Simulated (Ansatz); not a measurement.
**From formation energies to a reaction energy: Al2P3**

These are results of Ansatz, DFT PBE, scalar-relativistic, plane waves, PAW, not measurements. Settings: cutoff 420 eV, Γ-centred meshes spaced at most about 0.3 Å⁻¹, and about 0.25 Å⁻¹ or finer for metals (2π included), Gaussian smearing. No spin polarisation.

Formation energies are uncorrected and refer to the elements' standard structures at the same level. The references include black phosphorus.

These are static total energies at zero pressure. The reference form of P is held partly by dispersion forces, which this level lacks.

A trial structure of Al2P3 (reached from: a relaxed cell, shaken at random and relaxed again; relaxed: space group P1 (No. 1), a = 3.403 Å, b = 6.353 Å, c = 8.580 Å, α = 89.2°, β = 87.3°, γ = 75.7°) has a formation energy of -0.187 eV/atom. It holds P–P chains (shortest 2.25 Å). At its composition the lowest mixture among the elements and 1 reference phase computed alike (others may be missing) consists of these:

```
      phase             source  ΔE_f (eV/atom)
  P (solid)            element          -0.001
AlP (F-43m)  Materials Project          -0.633
```

The lowest database cell of P (-0.001) lies slightly below the reference, hence the non-zero entry.

Question: Write the balanced decomposition and find its energy per atom, per formula unit and per mole of formula units.

Answer: Balancing Al and P gives Al2P3 → P + 2 AlP. The left side holds 5 atoms, and the products take 1/5 (P) and 4/5 (AlP) of them. The mixture therefore lies at 1/5 × (-0.001) + 4/5 × (-0.633) = -0.507 eV/atom. The reaction energy is -0.507 − (-0.187) = -0.320 eV/atom. Times 5 atoms that is -1.600 eV per Al2P3, and times 96.485 it is -154 kJ per mole of Al2P3. Decomposition is downhill, so the trial structure is unstable against this mixture.
